## Estimating the TiO₂ gap of a density functional by hand

In a uniform electron gas of density $n$, the exchange energy per volume grows as $-n^{4/3}$ and the kinetic energy per volume as $n^{5/3}$. Suppose an exchange functional is allowed to respond to the kinetic-energy density $\tau$ of the orbitals. The strength of that response is then a ratio of the two, a pure number times $n^{-1/3}$. In one crystal with fixed atoms the density hardly changes from one functional to the next, so only the pure number does. If the response moves the band gap, the shift should be roughly proportional to that number, which can be worked out on paper.

### From the formula to the gap

The exchange energy density is written as the uniform-gas value times an enhancement factor $F(s,\alpha)$. Here $s$ is the reduced density gradient, which is zero in a uniform gas. The second variable is $\alpha=(\tau-\tau_W)/\tau_{\rm unif}$, where $\tau_W$ is the value of $\tau$ for a single orbital shape and $\tau_{\rm unif}$ that of the uniform gas. Two limits fix its meaning: $\alpha=0$ where one orbital holds all the density, and $\alpha=1$ in the uniform gas.

Differentiating with respect to $\tau$ gives

$$\frac{\partial e_x}{\partial\tau}\;\propto\; n^{-1/3}\,t,\qquad t=-\frac{\partial F}{\partial\alpha}.$$

The sign follows because exchange energy is negative. If $F$ falls as $\alpha$ grows, $t$ is positive, and extra kinetic energy costs some exchange binding.

In rutile the lowest empty states are known to be mainly compact Ti 3d orbitals and the highest filled ones mainly O 2p, although this character was not read from these runs. An electron in the empty orbital is therefore expected to add more to $\tau$ than one in the filled valence orbital. With positive $t$ such an orbital is expected to be penalised more than the filled orbitals below it, so that the gap opens. The dependence on $\alpha$ also changes the ordinary local part of the potential, which is expected to offset much of this penalty, so only the net shift shows in the gap. In formal terms, the orbital energies now contain part of the derivative discontinuity, the jump in potential on adding an electron that an ordinary local potential leaves out of the gap. This is standard theory; the calculation prints no separate value for this part.

The limit $t=0$ is simple. A functional built only from the density and its gradient has no such term, and the common ones should give nearly the same gap. This is not a law, since a few with an unusually strong dependence on the gradient are known to widen gaps without $\tau$. A small $t$ should add a rise proportional to $t$. For a large $t$ the orbitals themselves would change, and proportionality would no longer be assured.

Band gaps of rutile TiO₂ (6-atom cell, same geometry in every row) along a path of special k points, computed with GPAW 26.7.0 using PAW DFT without spin polarisation or spin–orbit coupling. All rows use a 4 × 4 × 6 k mesh and Fermi–Dirac smearing of 0.05 eV; PBE was run on a real-space grid of 0.2 Å spacing, the others in plane waves.

| functional | potentials | wave cutoff | gap on path (eV) | direct gap on path (eV) |
| --- | --- | --- | --- | --- |
| PBE | GPAW-PAW-data-sets-(gpaw-data-1.2.1) | n/a | 1.876 | 1.876 |
| PBEsol | PAW-data-sets-made-by gpaw-setup-for-the-functional | 800 eV | 1.835 | 1.835 |
| revPBE | GPAW-PAW-data-sets-(gpaw-data-1.2.1) | 800 eV | 1.898 | 1.898 |
| r2SCAN | GPAW-PAW-data-sets-(gpaw-data-1.2.1) | 800 eV | 2.218 | 2.218 |
| OLYP | PAW-data-sets-made-by gpaw-setup-for-the-functional | 800 eV | 1.898 | 1.898 |
| SOGGA | PAW-data-sets-made-by gpaw-setup-for-the-functional | 800 eV | 1.833 | 1.833 |
| TASK | GPAW-PAW-data-sets-(gpaw-data-1.2.1) | 800 eV | 2.566 | 2.566 |
| revTPSS | GPAW-PAW-data-sets-(gpaw-data-1.2.1) | 800 eV | 2.015 | 2.015 |
| vdW-DF | GPAW-PAW-data-sets-(gpaw-data-1.2.1) | 800 eV | 1.892 | 1.892 |

The two gap columns agree in every row, so the smallest gap is a direct one throughout. PBE, PBEsol, revPBE, OLYP, SOGGA and vdW-DF do not use $\tau$, and they lie within 0.07 eV of one another. The three that do use it, revTPSS, r2SCAN and TASK, all lie higher, and TASK exceeds the mean of the first group by about 0.7 eV. Since the atoms sit in the same places in every row, relaxation of the crystal plays no part in this order.

### The rule and two worked rows

The slope $t$ varies from place to place in the crystal, so the rule takes it at one round point, $s=1$ and $\alpha=1$. This is a convenient point and was not extracted from the computed density; where the O 2p and Ti 3d orbitals carry their kinetic energy, both $s$ and $\alpha$ are expected to lie somewhat below 1. A straight line through all nine rows, with rounded constants, gives

$$E_{\rm gap}\approx 1.88\ \text{eV}+2.8\ \text{eV}\times t .$$

The first constant is the gap without any response to $\tau$. The second says how strongly this crystal, at this geometry, converts the response into a gap.

Take r2SCAN first. Its $F$ interpolates between a form for $\alpha=0$ and a form for $\alpha=1$, which differ by about 0.13 at $s=1$. The interpolating function falls with a slope of about 0.94 at $\alpha=1$, so $t\approx0.94\times0.13\approx0.12$. The estimate is $1.88+2.8\times0.12\approx2.22$ eV, and the computed gap is 2.218 eV.

For revTPSS, the longer formula differentiated at the same point gives $t\approx0.032$. The rule then yields $1.88+2.8\times0.032\approx1.97$ eV, against a computed 2.015 eV. The miss of about 0.05 eV looks small beside the gap, but it is a third of the rise that the rule is meant to explain. One sampling point may be too crude for a functional whose slope is small and changes with $s$; the data do not settle this.

Both worked rows helped to set the constants, so their agreement is no independent test. TASK shows the same reasoning at the other end of the range. Its interpolation is steeper and its two forms lie further apart, which gives $t\approx0.25$, twice the value of r2SCAN. Its rise above the group without $\tau$ is also twice as large.

### How far to trust it

Over the whole table the rounded rule has a typical (root-mean-square) error of 0.03 eV and a largest error of 0.05 eV, while the gaps span 0.73 eV. A stricter test sets the constants from the group without $\tau$ and r2SCAN alone. TASK then comes out about 0.03 eV too high and revTPSS 0.05 eV too low. With the slope taken at $s=1$, the rule therefore carries over well to TASK and only roughly to revTPSS, and no other functional is left to test it.

The choice of $s=1$ matters for the fine agreement. With the slopes taken at $s=0.5$ or $s=1.5$ and the line fitted afresh, the worst error grows to 0.07 or 0.09 eV. The order of the three upper rows survives, and so does the rough size of the rises of r2SCAN and TASK, but revTPSS is then given only about half of its rise or less. These fits all keep $\alpha=1$. At some values of $\alpha$ below 1 the slopes of r2SCAN and TASK are expected to draw close together, which would spoil both the factor of two and the fit. An accuracy of about 0.1 eV thus holds for these three functionals with the slope taken at $\alpha=1$, and it is untested for others that use $\tau$. The printed output after this section gives the three fits and the row-by-row estimates.

At $t=0$ the rule returns a single number and misses what differences remain. PBEsol and SOGGA lie about 0.06 eV below the other four. Near $s=1$ their exchange grows more weakly with the density gradient than that of the other four, which is a possible reason, though not a firm one: at small $s$ the exchange of OLYP, which starts as $s^4$, is flatter still. The rule has no term for it. Still finer differences deserve no ranking, the more so as PBE alone was run on a real-space grid, whose effect on the gap was not tested.

Two matters of setting bear on the constants. The mesh of $k$ points is coarse in every row, and no finer mesh is available to show how far 1.88 eV would move. The functionals that use $\tau$ were run with ready-made atomic data sets, which were probably built for PBE, so part of the fitted 2.8 eV may reflect that mismatch. The rule also neglects any response to $\tau$ in the correlation energy. Moreover, the functionals that use $\tau$ differ from the rest in how they treat the density gradient, and the fit folds that difference into the same constant. It therefore supports the response to $\tau$ as the main cause without isolating it.

### Where the range ends

The rule covers $t$ from 0 to 0.25, with no row between r2SCAN and TASK. It should not be stretched until it meets experiment. The measured optical gap of rutile is roughly 3 eV, a rounded figure that is not in the table, and every row falls short of it. The calculation leaves out lattice vibrations and the attraction between electron and hole, but both are expected to lower the gap, so they would deepen the shortfall and cannot explain it. The deficit of about 1 eV without $\tau$ is the familiar failure of such functionals. A larger $t$ chosen to close it would match a number without showing that the physics was right.

A neighbouring series makes the logic clearer. In hybrid functionals the quantity to vary is the fraction of exact exchange, and the gap is well known to widen as that fraction grows. There too the usual starting point is a functional without orbital dependence, and the rise reflects how strongly the orbitals enter. The slope is a different one, however, and 2.8 eV cannot be carried over to it. Nor can either constant be carried over to another oxide, whose filled and empty orbitals differ in their own way.

For someone comparing computed gaps of TiO₂ from different reports, the first question is what each functional contains beyond the density and its gradient. Exact exchange or an added Hubbard term can widen the gap strongly without any use of $\tau$, and this rule does not cover them. Between two common gradient-corrected functionals, a difference of several tenths of an eV is far more than the choice of functional produced here, and the structure or the settings should be checked. If one report used r2SCAN and the other a common gradient-corrected functional, a difference of about 0.35 eV is what the choice alone gives at this geometry. Such a difference does not by itself point to a different crystal form.

Printed output of the fit:

```
fit of gap on 9 rows: constant 1.879 +/- 0.012, coefficient of t 2.781 +/- 0.13; rms 0.0284, worst revTPSS -0.0468, leave-one-out rms 0.036
fit of gap on 9 rows: constant 1.878 +/- 0.019, coefficient of t_half 2.947 +/- 0.22; rms 0.0434, worst r2SCAN 0.073, leave-one-out rms 0.069
fit of gap on 9 rows: constant 1.89 +/- 0.018, coefficient of t_wide 2.672 +/- 0.19; rms 0.0431, worst revTPSS -0.0929, leave-one-out rms 0.0655
Rounded rule 1.88 eV + 2.8 eV times t:
      row      t  computed_gap_eV  rise_over_tau_free_mean_eV  rule_eV  rule_less_computed_eV
      PBE      0            1.876                       0.004     1.88                  0.004
   PBEsol      0            1.835                      -0.037     1.88                  0.045
   revPBE      0            1.898                       0.026     1.88                 -0.018
   r2SCAN   0.12            2.218                       0.346    2.216                 -0.002
     OLYP      0            1.898                       0.026     1.88                 -0.018
    SOGGA      0            1.833                      -0.039     1.88                  0.047
     TASK   0.25            2.566                       0.694     2.58                  0.014
  revTPSS  0.032            2.015                       0.143     1.97                -0.0454
   vdW-DF      0            1.892                        0.02     1.88                 -0.012
Mean gap of the six functionals without tau, eV: 1.872
Spread of the six functionals without tau, highest less lowest, eV: 0.065
Mean of the other four tau-free rows less mean of PBEsol and SOGGA, eV: 0.057
Full range of gaps in the table, eV: 0.733
Rms miss of the rounded rule over all rows, eV: 0.02849
Largest miss of the rounded rule, eV: 0.047
TASK, anchored estimate less computed gap, eV: 0.02683
revTPSS, anchored estimate less computed gap, eV: -0.05073
```
